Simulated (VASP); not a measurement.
Here is a VASP 6.6.1 calculation.

The input POSCAR:

```
Zn
1.0
    4.3966204763      0.0000000000      0.0000000000
   -2.1983102382      3.8075850233      0.0000000000
    0.0000000000      0.0000000000      2.4015412206
Zn
2
Direct
    0.3333333333      0.6666666667      0.0000000000
    0.6666666667      0.3333333333      0.0000000000
```

Contents of INCAR.step1:

```
SYSTEM = Zn
ALGO = Normal
EDIFF = 1E-4
ENCUT = 520
GGA = PE
ISMEAR = 0
LASPH = .True.
LCHARG = .False.
LREAL = .False.
LWAVE = .True.
NBANDS = 19
NELM = 100
PREC = Accurate
SIGMA = 0.1
```

The input INCAR.step2:

```
SYSTEM = Zn
ALGO = Normal
EDIFF = 1E-6
ENCUT = 520
ISIF = 2
ISMEAR = 0
ISTART = 1
LASPH = .True.
LCHARG = .False.
LMIXTAU = .True.
LREAL = .False.
LWAVE = .False.
METAGGA = R2SCAN
NBANDS = 19
NELM = 100
PREC = Accurate
SIGMA = 0.1
```

Contents of KPOINTS:

```
k-points
0
Gamma
  15 15 22
  0 0 0
```

Potentials or basis: VASP PAW PBE potentials, release 64 (Zn).

Launch:

```bash
$ cat potpaw_PBE.64/Zn/POTCAR > POTCAR
$ cp INCAR.step1 INCAR
$ mpirun -np 1 vasp_std > vasp.out
$ cp INCAR.step2 INCAR
$ mpirun -np 1 vasp_std > vasp.out
```

(1) Predict the pressure.

(2) Predict the band gap on the k mesh.

Results:

(1) 0.3 GPa.

(2) none (metal or under the smearing width).

Caveat: the PAW data sets were made with another functional, which shifts forces and pressure a little.
